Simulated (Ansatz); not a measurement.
**A film clamped to a substrate in Si2Mo**

Computed with DFT PBE, scalar-relativistic, plane waves, PAW (Ansatz). Settings: plane waves to 420 eV, k-mesh 20×20×20 (Γ-centred), Gaussian smearing 0.15 eV. No spin polarisation. Energies are free energies at this smearing, counted from the undisturbed cell; pressure is positive in compression.

The undisturbed cell (relaxed at this level):

```
CELL_PARAMETERS angstrom
-1.60842 1.60842 3.93651
1.60842 -1.60842 3.93651
1.60842 1.60842 -3.93651
ATOMIC_POSITIONS crystal
Si 0.33510 0.33510 0.00000
Si 0.66490 0.66490 0.00000
Mo 0.00000 0.00000 0.00000
```

The cell (3 atoms, V0 = 40.74 Å³) is strained by p along both x and y and by q along z, fractional coordinates fixed. τp = (1/V0) ∂E/∂p = (σxx + σyy)(1 + p)(1 + q) and τq = (1/V0) ∂E/∂q = σzz(1 + p)², with tension positive.

```
     p q  ΔE (meV/atom)  τp (GPa)  τq (GPa)
 0.000   0.000           0.00     -0.02     -0.01
-0.025   0.000          28.71    -28.00     -5.08
 0.025   0.000          24.96     22.76      4.04
 0.000  -0.025          14.14     -4.73    -13.83
 0.000   0.025          12.22      4.31     11.11
```

Get the second derivatives of the energy density.

Central differences give A = ∂τp/∂p = 1015 GPa (C11 + C22 + 2 C12), C = ∂τq/∂q = 499 GPa (C33) and the cross term B = ∂τq/∂p = 182 GPa (C13 + C23); ∂τp/∂q = 181 GPa must equal B, and any difference shows higher-order terms. The ions are clamped.

A film of this crystal grows with z along the normal on a substrate that imposes p. How does its thickness respond, and what does the misfit cost?

Count p and q from the stress-free cell. A free surface needs τq = 0, so q = −(B/C) p = -0.37 p. The energy density left is (A − B²/C) p²/2 = M p², with the biaxial modulus M = 474 GPa; a misfit of 1 % costs 4.02 meV/atom, against 4.30 meV/atom if the thickness were held.

At p = -0.050 the energies along q are 235.8 (q = -0.050), 162.1 (q = -0.025), 122.7 (q = 0.000), 111.3 (q = 0.025), 121.9 (q = 0.050) meV/atom.

Does the linear rule hold at this misfit?

A parabola through the lowest point and its neighbours has its minimum at q = 0.025, 111.3 meV/atom. With the stress left in the starting cell, τp0 and τq0, linear elasticity gives q = −(τq0 + Bp)/C = 0.018 and E = V0(τp0 p + τq0 q + Ap²/2 + Bpq + Cq²/2)/N = 100.6 meV/atom. The energies differ by more than a tenth, so the quadratic law fails here: the gap holds the anharmonic part, with some error from the wide steps. Cubic terms also shift the vertex of so wide a parabola.

Forces appear on the atoms along this scan, and letting them relax would lower the energy and soften the response. In a metal these slopes depend on the k mesh and the smearing.

The film responds to misfit mainly by changing its volume: the thickness recovers only -0.37 of the in-plane strain, so freeing the surface lowers the cost of a 1 % misfit only from 4.30 to 4.02 meV/atom. Such weak lateral coupling beside large direct stiffnesses is typical of directional bonding. In this disilicide it probably reflects Mo d–Si p hybridisation, which resists changes in bond angle as well as bond length, whereas a simple metal would come closer to conserving volume.

Compression costs more than equal extension along both directions, as expected when short-range repulsion rises faster than bonding weakens on stretching. The same asymmetry explains why the energy at the larger compressive misfit lies above the linear estimate. It also suggests that an equally large tensile misfit would cost less than its compressive counterpart, so a single biaxial modulus serves only for small strains. Because both in-plane axes are strained together, the data do not separate C11 from C12 and so leave the film's response to uniaxial or shear misfit open.
